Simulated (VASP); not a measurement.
# BaS (Fm-3m) in VASP: further runs

BaS is run at these levels: LDA, PBE; tasks: single point.

Everything below comes from runs of VASP 6.6.1. Logs are shortened: lines on timing, memory, paths and dates and some standing lists are left out, and cuts for length are marked.

**What was measured.**

A printed reference work, monograph, original work of 1988 reports, for a bulk crystal of BaS at 2 K: band gap 3.806 eV (indirect).

The runs below are set against these values where they give the same quantity.

## Step 1: The cell of the first run

Symmetry: Fm-3m, No. 225, cubic system. The conventional cell has a = 6.388 Å, b = 6.388 Å, c = 6.388 Å, α = 90.00°, β = 90.00°, γ = 90.00°. Ba (site symmetry m-3m) has 6 S at 3.19 Å within 4.2 Å. S (site symmetry m-3m) has 6 Ba at 3.19 Å within 4.2 Å.

## Step 2: Single point, LDA

Input file INCAR:

```
PREC = Accurate
ENCUT = 520
EDIFF = 1E-6
ISMEAR = -1
SIGMA = 0.05
LREAL = F
LASPH = T
NELM = 60
ALGO = Normal
ISIF = 2
LWAVE = F
LCHARG = T
LELF = T
LVHAR = T
NBANDS = 15
```

Input file KPOINTS:

```
regular mesh
0
Gamma
  7 7 7
```

Input file POSCAR:

```
BaS
1.0
    0.0000000000      3.1937500000      3.1937500000
    3.1937500000      0.0000000000      3.1937500000
    3.1937500000      3.1937500000      0.0000000000
Ba S
1 1
Direct
    0.0000000000      0.0000000000      0.0000000000
    0.5000000000      0.5000000000      0.5000000000
```

Potentials or basis: VASP PAW LDA potentials, release 64 (Ba_sv, S).

Run with:

```bash
$ cat potpaw_LDA.64/Ba_sv/POTCAR potpaw_LDA.64/S/POTCAR > POTCAR
$ mpirun -np 1 vasp_std > vasp.out
```

OUTCAR:

```text
PREC = Accurate
   ENCUT = 520
   EDIFF = 1E-6
   ISMEAR = -1
   LREAL = F
   LASPH = T
   NELM = 60
   ISIF = 2

 ion  position               nearest neighbor table
   1  0.000  0.000  0.000-   2 3.19   2 3.19   2 3.19   2 3.19   2 3.19   2 3.19
   2  0.500  0.500  0.500-   1 3.19   1 3.19   1 3.19   1 3.19   1 3.19   1 3.19

  LATTYP: Found a face centered cubic cell.
 ALAT       =     6.3875000000

  Lattice vectors:

 A1 = (   0.0000000000,   3.1937500000,   3.1937500000)
 A2 = (   3.1937500000,   0.0000000000,   3.1937500000)
 A3 = (   3.1937500000,   3.1937500000,   0.0000000000)

Analysis of symmetry for initial positions (statically):
=====================================================================
 Subroutine PRICEL returns:
 Original cell was already a primitive cell.

 Routine SETGRP: Setting up the symmetry group for a
 face centered cubic supercell.

 Subroutine GETGRP returns: Found 48 space group operations
 (whereof 48 operations were pure point group operations)
 out of a pool of 48 trial point group operations.

The static configuration has the point symmetry O_h .

Analysis of symmetry for dynamics (positions and initial velocities):
=====================================================================
 Subroutine PRICEL returns:
 Original cell was already a primitive cell.

 Routine SETGRP: Setting up the symmetry group for a
 face centered cubic supercell.

 Subroutine GETGRP returns: Found 48 space group operations
 (whereof 48 operations were pure point group operations)
 out of a pool of 48 trial point group operations.

The dynamic configuration has the point symmetry O_h .

 Subroutine INISYM returns: Found 48 space group operations
 (whereof 48 operations are pure point group operations),
 and found     1 'primitive' translations

----------------------------------------------------------------------------------------

                                     Primitive cell

  volume of cell :      65.1527

  direct lattice vectors                    reciprocal lattice vectors
     0.000000000  3.193750000  3.193750000    -0.156555773  0.156555773  0.156555773
     3.193750000  0.000000000  3.193750000     0.156555773 -0.156555773  0.156555773
     3.193750000  3.193750000  0.000000000     0.156555773  0.156555773 -0.156555773

  length of vectors
     4.516644565  4.516644565  4.516644565     0.271162553  0.271162553  0.271162553

  position of ions in fractional coordinates (direct lattice)
     0.000000000  0.000000000  0.000000000
     0.500000000  0.500000000  0.500000000

  ion indices of the primitive-cell ions
   primitive index   ion index
                 1           1
                 2           2

----------------------------------------------------------------------------------------

 KPOINTS: regular mesh

Automatic generation of k-mesh.
 Grid dimensions read from file:
 generate k-points for:    7    7    7

 Generating k-lattice:

  Cartesian coordinates                     Fractional coordinates (reciprocal lattice)
    -0.022365110  0.022365110  0.022365110     0.142857143  0.000000000  0.000000000
     0.022365110 -0.022365110  0.022365110     0.000000000  0.142857143  0.000000000
     0.022365110  0.022365110 -0.022365110     0.000000000  0.000000000  0.142857143

  Length of vectors
     0.038737508  0.038737508  0.038737508

  Shift w.r.t. Gamma in fractional coordinates (k-lattice)
     0.000000000  0.000000000  0.000000000

 Subroutine IBZKPT returns following result:
 ===========================================

 Found     20 irreducible k-points:

 Following reciprocal coordinates:
            Coordinates               Weight
  0.000000  0.000000  0.000000      1.000000
  0.142857  0.000000  0.000000      8.000000
  0.285714  0.000000  0.000000      8.000000
  0.428571  0.000000  0.000000      8.000000
  0.142857  0.142857  0.000000      6.000000
  0.285714  0.142857  0.000000     24.000000
[... 12 lines left out ...]
 -0.428571  0.428571  0.142857     24.000000
 -0.285714  0.428571  0.142857     24.000000
   k-points           NKPTS =     20   k-points in BZ     NKDIM =     20   number of bands    NBANDS=     15
   number of dos      NEDOS =    301   number of ions     NIONS =      2
   total plane-waves  NPLWV =  46656
   dimension x,y,z NGX =    36 NGY =   36 NGZ =   36
   dimension x,y,z NGXF=    72 NGYF=   72 NGZF=   72
   ions per type =               1   1
   NGX,Y,Z   is equivalent  to a cutoff of  13.25, 13.25, 13.25 a.u.
   NGXF,Y,Z  is equivalent  to a cutoff of  26.50, 26.50, 26.50 a.u.
 SYSTEM =  unknown system
   PREC   = accura    normal or accurate (medium, high low for compatibility)
   ISTART =      0    job   : 0-new  1-cont  2-samecut
   ICHARG =      2    charge: 1-file 2-atom 10-const
   ISPIN  =      1    spin polarized calculation?
   LNONCOLLINEAR =      F non collinear calculations
   LSORBIT =      F    spin-orbit coupling
   LASPH  =      T    aspherical Exc in radial PAW
   ENCUT  =  520.0 eV  38.22 Ry    6.18 a.u.   8.40  8.40  8.40*2*pi/ulx,y,z
   NELM   =     60;   NELMIN=  2; NELMDL= -5     # of ELM steps
   EDIFF  = 0.1E-05   stopping-criterion for ELM
   LREAL  =      F    real-space projection
[... 7 lines left out ...]
   TEBEG  =    0.0;   TEEND  =   0.0 temperature during run
   PSTRESS=    0.0 pullay stress
   NELECT =      16.0000    total number of electrons
   NUPDOWN=      -1.0000    fix difference up-down
   EMIN   =  10.00;   EMAX   =-10.00  energy-range for DOS
   EFERMI =   0.00;   METHOD = LEGACY
   ISMEAR =    -1;   SIGMA  =   0.05  broadening in eV -4-tet -1-fermi 0-gaus
   EFERMI_NEDOS =   21; number of points for ismear=-14 and -15
   IALGO  =     38    algorithm
   IMIX   =      4    mixing-type and parameters
     AMIX     =   0.40;   BMIX     =  1.00
     AMIX_MAG =   1.60;   BMIX_MAG =  1.00
  volume/ion in A,a.u.               =      32.58       219.84
  Fermi-wavevector in a.u.,A,eV,Ry     =   1.025189  1.937326 14.299891  1.051012
  Thomas-Fermi vector in A             =   2.159016
   LORBIT       =      0    0 simple, 1 ext, 2 COOP (PROOUT), +10 PAW based schemes
   GGA     = CA    functional components
   LHFCALC =     F    Hartree Fock is set to
   AEXX    =    0.0000 exact exchange contribution
   IVDW    =     0    specifies the selected vdW correction
   LEPSILON=     F    determine dielectric tensor
   LRPA    =     F    only Hartree local field effects (RPA)
 non-spin polarized calculation
  energy-cutoff  :      520.00
  volume of cell :       65.15
 maximum number of plane-waves:      1807
 NGX is ok and might be reduce to    36
   NGX = 17   NGY = 17   NGZ = 17

 number of electron      16.0000001 magnetization

 Free energy of the ion-electron system (eV)
  ---------------------------------------------------
  ext. energy  EPLUGINS =         0.00000000
  ---------------------------------------------------
  free energy    TOTEN  =       -11.15989170 eV

  energy without entropy =      -11.15989170  energy(sigma->0) =      -11.15989170

 E-fermi :   2.2345     XC(G=0):  -8.9921

 val. band max:        1.2401594952   @ k =   0.0000   0.0000   0.0000
 cond. band min:       3.2030315127   @ k =   0.4286   0.4286   0.0000
 fundamental gap:      1.9628720175
 Fermi energy:         2.2345106736

 k-point     1 :       0.0000    0.0000    0.0000
  band No.  band energies     occupation
      1     -24.7597      2.00000
      2      -9.8330      2.00000
      3      -9.8330      2.00000
      4      -9.8330      2.00000
      5      -9.0752      2.00000
      6       1.2402      2.00000
      7       1.2402      2.00000
      8       1.2402      2.00000
      9       4.5519      0.00000
     10       4.9413      0.00000
     11       4.9413      0.00000
     12       4.9413      0.00000
     13       5.9257      0.00000
     14       5.9257      0.00000
     15       9.6841      0.00000

 k-point     2 :       0.1429    0.0000    0.0000
  band No.  band energies     occupation
      1     -24.7510      2.00000
      2     -10.2121      2.00000
      3      -9.8408      2.00000
      4      -9.8408      2.00000
      5      -8.6787      2.00000
      6       0.6950      2.00000
      7       0.9651      2.00000
      8       0.9651      2.00000
      9       4.9304      0.00000
     10       5.2483      0.00000
     11       5.2483      0.00000
     12       5.3564      0.00000
     13       6.5196      0.00000
     14       6.5196      0.00000
     15      10.5024      0.00000

 k-point     3 :       0.2857    0.0000    0.0000
  band No.  band energies     occupation
      1     -24.7314      2.00000
      2     -10.6896      2.00000
      3      -9.8582      2.00000
      4      -9.8582      2.00000
      5      -8.1594      2.00000
      6      -0.1685      2.00000
      7       0.4787      2.00000
      8       0.4787      2.00000
      9       5.2890      0.00000
     10       6.0904      0.00000
     11       6.0904      0.00000
     12       6.7224      0.00000
     13       7.9352      0.00000
     14       7.9352      0.00000
     15      11.6572      0.00000

 k-point     4 :       0.4286    0.0000    0.0000
  band No.  band energies     occupation
      1     -24.7155      2.00000
      2     -10.9644      2.00000
      3      -9.8720      2.00000
      4      -9.8720      2.00000
      5      -7.8469      2.00000
      6      -0.7074      2.00000
      7       0.1657      2.00000
      8       0.1657      2.00000
      9       6.1394      0.00000
     10       7.0963      0.00000
     11       7.1693      0.00000
     12       7.1693      0.00000
     13       9.5019      0.00000
     14       9.5019      0.00000
     15      10.7297      0.00000
[... 235 lines left out ...]
 k-point    18 :      -0.4286    0.2857    0.1429
  band No.  band energies     occupation
      1     -24.7063      2.00000
      2     -10.7170      2.00000
      3     -10.0673      2.00000
      4      -9.9580      2.00000
      5      -8.1906      2.00000
      6      -0.2019      2.00000
      7       0.3474      2.00000
      8       0.6159      2.00000
      9       5.1677      0.00000
     10       6.3239      0.00000
     11       7.5434      0.00000
     12       7.7496      0.00000
     13       8.9610      0.00000
     14      10.0434      0.00000
     15      10.3003      0.00000

 k-point    19 :      -0.4286    0.4286    0.1429
  band No.  band energies     occupation
      1     -24.7016      2.00000
      2     -10.4543      2.00000
      3     -10.1139      2.00000
      4     -10.0826      2.00000
      5      -8.5464      2.00000
      6       0.3463      2.00000
      7       0.5999      2.00000
      8       0.8738      2.00000
      9       4.0502      0.00000
     10       6.9084      0.00000
     11       7.2910      0.00000
     12       8.2785      0.00000
     13       8.4868      0.00000
     14       9.1272      0.00000
     15      10.4995      0.00000

 k-point    20 :      -0.2857    0.4286    0.1429
  band No.  band energies     occupation
      1     -24.7002      2.00000
      2     -10.4889      2.00000
      3     -10.2120      2.00000
      4     -10.0582      2.00000
      5      -8.3850      2.00000
      6       0.0589      2.00000
      7       0.6294      2.00000
      8       0.6991      2.00000
      9       4.9988      0.00000
     10       5.9203      0.00000
     11       7.5391      0.00000
     12       8.1894      0.00000
     13       8.3590      0.00000
     14      10.2392      0.00000
     15      11.2767      0.00000

------------------------ aborting loop because EDIFF is reached ----------------------------------------

  FORCE on cell =-STRESS in cart. coord.  units (eV):
  Direction    XX          YY          ZZ          XY          YZ          ZX
  --------------------------------------------------------------------------------------
  -------------------------------------------------------------------------------------
  Total       -0.7494332     -0.7494332     -0.7494332      0.0000000     -0.0000000     -0.0000000
  in kB      -18.4293811    -18.4293811    -18.4293811      0.0000000     -0.0000000     -0.0000000
  external PRESSURE =     -18.4293811 kB  Pullay stress =       0.0000000 kB

 VOLUME and BASIS-vectors are now :
 -----------------------------------------------------------------------------
  energy-cutoff  :      520.00
  volume of cell :       65.15
      direct lattice vectors                 reciprocal lattice vectors
     0.000000000  3.193750000  3.193750000    -0.156555773  0.156555773  0.156555773
     3.193750000  0.000000000  3.193750000     0.156555773 -0.156555773  0.156555773
     3.193750000  3.193750000  0.000000000     0.156555773  0.156555773 -0.156555773

 POSITION                                       TOTAL-FORCE (eV/Angst)
 -----------------------------------------------------------------------------------
      0.00000      0.00000      0.00000         0.000000      0.000000     -0.000000
      3.19375      3.19375      3.19375        -0.000000     -0.000000      0.000000
 -----------------------------------------------------------------------------------
    total drift:                                0.000000      0.000000      0.000000

  FREE ENERGIE OF THE ION-ELECTRON SYSTEM (eV)
  ---------------------------------------------------
  free  energy   TOTEN  =       -11.1598916984 eV

  energy  without entropy=      -11.1598916982  energy(sigma->0) =      -11.15989170
```

Wall time 34 s (1 thread of Intel Xeon 8259CL, shared host); peak memory 0.18 GiB.

What came out:

```
Free energy            : -11.1599 eV
Pressure               : -1.8 GPa
Band gap on the k mesh : 1.96 eV, indirect (least direct gap 2.11 eV)
```

Levels at points of the mesh, in eV from the valence-band top:
| k point | band 5 | band 6 | band 7 | band 8 | band 9 | band 10 | band 11 | band 12 |
| --- | --- | --- | --- | --- | --- | --- | --- | --- |
| (0.00, 0.00, 0.00) | -10.32 | 0.00 | 0.00 | 0.00 | 3.31 | 3.70 | 3.70 | 3.70 |

Caveat: spin-orbit coupling is left out, which moves the levels of the heavy elements.

(Continued in part 2 of 2.)
